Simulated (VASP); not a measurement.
The system is PbSe (Clausthalite).

```
Pb Se
1.0
     0.00000    3.06065    3.06065
     3.06065    0.00000    3.06065
     3.06065    3.06065    0.00000
Pb Se
1 1
Direct
  0.00000 0.00000 0.00000
  0.50000 0.50000 0.50000
```

| Property | Result |
| --- | --- |
| Program | VASP 6.6.1 |
| Task | relaxation of cell and atoms |
| Functional | PBE |
| Dispersion | TS |
| Potentials or basis | VASP PAW PBE potentials, release 64 (Pb_d, Se) |
| Cutoff | 600 eV |
| k mesh | 8 × 8 × 8 |
| Occupations | fermi-dirac, width 0.05 eV |
| Spin | no spin polarisation |

At the start: pressure 1.4 GPa; volume 28.67 Å³/atom.

**Question.** Where does the relaxation end?

**Answer.** Over 3 steps the energy falls by 3.0 meV/atom and the volume is 29.38 Å³/atom (+2.5 %); space group Fm-3m (No. 225, to 0.05 Å).

The path:
| step | energy change (eV) | largest force (eV/Å) | pressure (GPa) | volume (Å³) |
| --- | --- | --- | --- | --- |
| 1 | 0.0000 | 0.0000 | 1.37 | 57.34 |
| 2 | -0.0048 | 0.0000 | -0.63 | 59.40 |
| 3 | -0.0060 | 0.0000 | -0.05 | 58.76 |

Final structure:
```
Pb Se
1.0
     0.00000    3.08566    3.08566
     3.08566    0.00000    3.08566
     3.08566    3.08566    0.00000
Pb Se
1 1
Direct
  0.00000 0.00000 0.00000
  0.50000 0.50000 0.50000
```

The cell as given is a measured one (28.67 Å³/atom); PBE+TS puts the equilibrium volume +2.5 % from it, thermal expansion not counted.
